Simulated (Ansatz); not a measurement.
SiO2 (started from an entry of an open crystallographic database), relaxed with r2SCAN: 7 runs in Ansatz 0.2.0, each a construction of maximally localised Wannier functions. The symmetry is I-42d (No. 122, tetragonal); a = 4.944 Å, c = 7.316 Å in the conventional setting, 14.90 Å³ an atom. Around Si lie 4 O at 1.61 Å; around O lie 2 Si at 1.61 Å. (Simulation; spin polarisation is off.)

```
Si O
1.0
    -2.47196    2.47196    3.65784
     2.47196   -2.47196    3.65784
     2.47196    2.47196   -3.65784
Si O
2 4
Direct
  0.00000 0.00000 0.00000
  0.75000 0.25000 0.50000
  0.97336 0.62500 0.84836
  0.37500 0.22336 0.34836
  0.77664 0.12500 0.15164
  0.87500 0.02664 0.65164
```

Windows count from the top of the filled bands; a dash means that no such window was set (without an outer window there is no disentanglement). Rows marked drawn have settings drawn at random (some not listed).

| functional | SCF mesh | trial orbitals | functions | mesh | window (eV) | frozen (eV) | settings | Ω total (Å²) | Ω invariant (Å²) | largest spread (Å²) | least projectability | interpolation miss of the model's filled bands (eV, to the nearest computed level) |
| --- | --- | --- | --- | --- | --- | --- | --- | --- | --- | --- | --- | --- |
| PBE | 6×6×6 | O s, O p | 16 | 6×6×6 | – | – | chosen | 9.61 | 7.88 | 0.64 | 0.92 | 0.001 |
| PBE | 6×6×6 | O s, O p | 16 | 4×4×4 | – | – | chosen | 9.48 | 7.75 | 0.63 | 0.92 | 0.002 |
| PBE | 6×6×6 | O p | 12 | 6×6×6 | – | – | chosen | 9.71 | 9.68 | 0.83 | 0.84 | 0.001 |
| r2SCAN | 6×6×6 | O s, O p | 16 | 6×6×6 | – | – | chosen | 9.43 | 7.71 | 0.63 | 0.93 | 0.000 |
| r2SCAN | 6×6×6 | O p | 12 | 6×6×6 | – | – | chosen | 9.50 | 9.46 | 0.81 | 0.86 | 0.000 |
| PBE | 6×6×6 | O p, O s | 16 | 6×6×6 | – | – | drawn | 9.61 | 7.88 | 0.64 | 0.92 | 0.001 |
| PBE | 6×6×6 | O s, O p (plain search) | 16 | 6×6×6 | – | – | drawn | 10.47 | 7.88 | 0.79 | 0.92 | 0.001 |

For O s, O p with PBE the spread goes 9.48 Å² (4×4×4), 9.61 Å² (6×6×6): finite differences on a coarse mesh understate it.
